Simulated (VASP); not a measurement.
InPd:

```
CELL_PARAMETERS angstrom
3.27188 0.00000 0.00000
0.00000 3.27188 0.00000
0.00000 0.00000 3.27188
ATOMIC_POSITIONS crystal
In 0.00000 0.00000 0.00000
Pd 0.50000 0.50000 0.50000
```

The cell comes from a database or a generator and needn't be the stable form of this composition.

```yaml
Program: VASP 6.6.1
Task: relaxation of cell and atoms
Functional: PBE
Potentials_or_basis: VASP PAW PBE potentials, release 64 (In_d_GW, Pd_sv_GW)
Cutoff: 680 eV
k_mesh: 8 × 8 × 8
Occupations: fermi-dirac, width 0.05 eV
Spin: no spin polarisation
```

At the start: pressure 3.5 GPa; volume 17.51 Å³/atom.

Where does the relaxation end?

Over 19 steps the energy falls by 5.5 meV/atom and the volume is 17.99 Å³/atom (+2.7 %); space group Pm-3m (No. 221, to 0.05 Å).

The path:
```csv
step,energy change (eV),largest force (eV/Å),pressure (GPa),volume (Å³)
1,0.0000,0.0000,3.52,35.03
2,-0.0259,0.0000,-2.62,37.01
3,-0.0115,0.0000,1.41,36.13
4,-0.0447,0.0000,-2.96,36.43
5,-0.0107,0.0000,-1.33,36.23
6,-0.0196,0.0000,-1.61,36.18
7,-0.0109,0.0000,-0.91,36.15
8,-0.0099,0.0000,1.32,35.67
9,-0.0394,0.0000,0.33,35.95
10,-0.0111,0.0000,-0.27,36.01
11,-0.0117,0.0000,-0.10,35.98
12,-0.0111,0.0000,0.13,35.97
13,-0.0111,0.0000,-0.06,35.98
14,-0.0111,0.0000,0.05,35.97
15,-0.0111,0.0000,0.19,35.98
16,-0.0111,0.0000,0.08,35.98
17,-0.0111,0.0000,0.07,35.98
18,-0.0111,0.0000,0.06,35.98
19,-0.0111,0.0000,0.03,35.98
```

Final structure:
```
In Pd
1.0
     3.30124    0.00000    0.00000
     0.00000    3.30124    0.00000
     0.00000    0.00000    3.30124
In Pd
1 1
Direct
  0.00000 0.00000 0.00000
  0.50000 0.50000 0.50000
```
